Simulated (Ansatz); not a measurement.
## Lattice vibrations of MgTe at Γ at 16 GPa

Computed with DFT LDA, scalar-relativistic, plane waves, PAW (Ansatz 0.2.0). Settings: 420 eV plane-wave cutoff, Γ-centred 8×8×8 mesh, fixed occupations. No spin polarisation. Phonons by linear response, acoustic sum rule imposed.

The cell, relaxed at 16 GPa:
```xyz
2
Lattice="0.0000 2.9321 2.9321 2.9321 0.0000 2.9321 2.9321 2.9321 0.0000" Properties=species:S:1:pos:R:3 pbc="T T T"
Mg    0.0000    0.0000    0.0000
Te    4.3981    4.3981    4.3981
```

Spin–orbit coupling is left out, which matters for heavy elements. Other phases may be more stable at this pressure.

Optical modes at Γ (transverse, no macroscopic field); i marks an imaginary frequency:
```csv
frequency (cm⁻¹),degeneracy,IR intensity of the level ((D/Å)²/amu)
345,3,9.45
```

All 3 optical modes at Γ are real: no displacement of atoms at fixed cell lowers the energy to second order. Strains and modes at other wave vectors aren't tested by this run.

- Electronic dielectric constant ε∞ (principal values): 5.92
- Static dielectric constant ε0 (principal values): 7.0
- Refractive index √ε∞, mean: 2.43
- Kohn–Sham gap on the mesh: 2.19 eV

Born effective charges (e):
```
       atom Z*xx Z*yy Z*zz mean
Mg (atom 1)   1.67   1.67   1.67   1.67
Te (atom 2)  -1.67  -1.67  -1.67  -1.67
```

This zinc-blende form isn't the usual stable structure of the compound at low pressure.